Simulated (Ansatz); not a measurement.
**CdS (P6_3mc): a single-point run**

Aim: a sound single-point run of CdS (P6_3mc). The structure is shown as the input types it.

Program: Ansatz 0.2.0. Level of theory: DFT r2SCAN, scalar-relativistic, plane waves, PAW. These are calculated values, not measurements.

1 further run of the same task is left out (it didn't finish). Runs told in other sessions of the task aren't counted.

## 1. The structure to begin with

The structure is hexagonal, space group P6_3mc (No. 186). The conventional cell has a = 4.165 Å, b = 4.165 Å, c = 6.763 Å, α = 90.00°, β = 90.00°, γ = 120.00°. Around Cd (site symmetry 3m) lie 4 S at 2.54 to 2.55 Å. S (site symmetry 3m) has 4 Cd at 2.54 to 2.55 Å in its first shell of neighbours.

Structure file:

```
Cd S
1.0
     4.16494    0.00000    0.00000
    -2.08247    3.60695    0.00000
     0.00000    0.00000    6.76325
Cd S
2 2
Direct
  0.33333 0.66667 0.00389
  0.66667 0.33333 0.50389
  0.33333 0.66667 0.38111
  0.66667 0.33333 0.88111
```

## 2. Input and run

File input.yaml:

```yaml
crystal:
  lattice:
    - [4.16494156448, -2.886759152116e-11, 0.0]
    - [-2.082470782215, 3.606945200132, 0.0]
    - [0.0, 0.0, 6.7632506666]
  atoms:
    - { symbol: Cd, position: [0.3333333333333, 0.6666666666667, 0.0038919289] }
    - { symbol: Cd, position: [0.6666666666667, 0.3333333333333, 0.5038919289] }
    - { symbol: S, position: [0.3333333333333, 0.6666666666667, 0.3811080711] }
    - { symbol: S, position: [0.6666666666667, 0.3333333333333, 0.8811080711] }
basis:
  ecutwfc: "120 eV"
  ecutrho_ratio: 4
kpoints:
  mp_grid: { grid: [6, 6, 4] }
hamiltonian:
  xc: r2scan
scf:
  occupations: { method: gaussian, width: 0.05 }
  max_iter: 75
output:
  forces: true
  stress: true
```

The run is started by

```sh
$ ansatz run input.yaml --threads 4 --pin off --max-ram 7168MiB --backend cpu --events-out ev --progress --plain --runs-dir out
```

Q: Will this input give a usable result? If not, why, and what should change?

The run converged and reported no error, with warnings (cutoff below recommended). Its log warns: «basis.ecutwfc = 120 eV is below the records' recommended 500 eV ...»

The suspect setting: basis.ecutwfc is 120 eV. With so few plane waves the basis is incomplete by a wide margin. The potentials' recommended cutoff is 500 eV.

The test: set basis.ecutwfc to 500.
